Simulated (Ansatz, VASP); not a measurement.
## GdN: VASP beside Ansatz

```
CELL_PARAMETERS angstrom
0.00000 2.49950 2.49950
2.49950 0.00000 2.49950
2.49950 2.49950 0.00000
ATOMIC_POSITIONS crystal
Gd 0.50000 0.50000 0.50000
N 0.00000 0.00000 0.00000
```

Alike in both runs: task single point; functional PBEsol; k mesh 7 × 7 × 7; occupations gaussian, width 0.05 eV; collinear spin; Hubbard terms Gd f U = 7.0 eV, J = 0.9 eV.

|  | VASP | Ansatz |
| --- | --- | --- |
| version | VASP 6.6.1 | Ansatz 0.2.0 |
| potentials or method | VASP PAW PBE potentials, release 64 (Gd, N) | scalar-relativistic, plane waves, PAW |
| plane-wave cutoff (eV) | 520 | 420 |
| valence electrons in the cell | 23 | 23 |

Ansatz gave:

```
gap on the k mesh at the Fermi level (eV)                     : none
pressure (GPa)                                                : -5.0
net moment per atom (μB)                                      : 3.50
size of the moment on the site where the two differ most (μB) : 6.93
```

Question: Which values does VASP return?

Answer: gap on the k mesh at the Fermi level (eV): none; pressure (GPa): -4.6; net moment per atom (μB): 3.50; size of the moment on the site where the two differ most (μB): 6.88.

Site moments also hang on the region over which each program counts them. The programs project onto different local orbitals, so the same U acts differently. A gap of «none» marks a metal or a gap that the smearing closes. Ansatz warned: «filled_band_counts_differ_across_k_points».

Caveats: the PAW data sets were made with another functional, which shifts forces and pressure a little (VASP); spin-orbit coupling is left out, which moves the levels of the heavy elements; a cell with one magnetic atom can't hold antiferromagnetic order, which such compounds often take. The state reached can hang on the start; a lower one may exist.
